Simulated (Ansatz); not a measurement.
# Al: the cost of one run

Computed with Ansatz 0.2.0 (DFT PBE, scalar-relativistic, plane waves, PAW, unless a step's input says otherwise).

2 further runs of the same task are left out: 2 set aside as unsound or not needed.

## (1) Starting point

The structure is cubic, space group Fm-3m (No. 225). Conventional cell: a = 4.042 Å, b = 4.042 Å, c = 4.042 Å, α = 90.00°, β = 90.00°, γ = 90.00°. Al (site symmetry m-3m) is surrounded by 12 Al at 2.86 Å.

Structure file:

```
Al
1.0
     2.02081    2.02081    0.00000
    -2.02081    2.02081    0.00000
     0.00000    0.00000    4.04162
Al
2
Direct
  0.00000 0.00000 0.00000
  0.50000 0.50000 0.50000
```

It goes back to an entry of the Materials Project.

## (2) Reference cell for the strains

File input.yaml:

```yaml
crystal:
  lattice:
    - [2.0208104607, 2.0208104607, 0.0]
    - [-2.0208104607, 2.0208104607, 0.0]
    - [0.0, 0.0, 4.0416209214]
  atoms:
    - { symbol: Al, position: [0.0, 0.0, 0.0] }
    - { symbol: Al, position: [0.5, 0.5, 0.5] }
basis:
  ecutwfc: 420
kpoints:
  mp_grid: { grid: [18, 18, 14] }
hamiltonian:
  xc: pbe
scf:
  occupations: { method: gaussian, width: 0.1 }
output:
  forces: true
  stress: true
  eigenvalues: true
```

Started as:

```bash
$ ansatz run input.yaml --threads 1 --pin off --max-ram 2560MiB --backend cpu --events-out ev --progress --plain --runs-dir out
```

What time and memory should one allow on 1 thread of Arm Neoverse V1, shared host?

About 6.2 s, with a peak of 0.37 GiB.
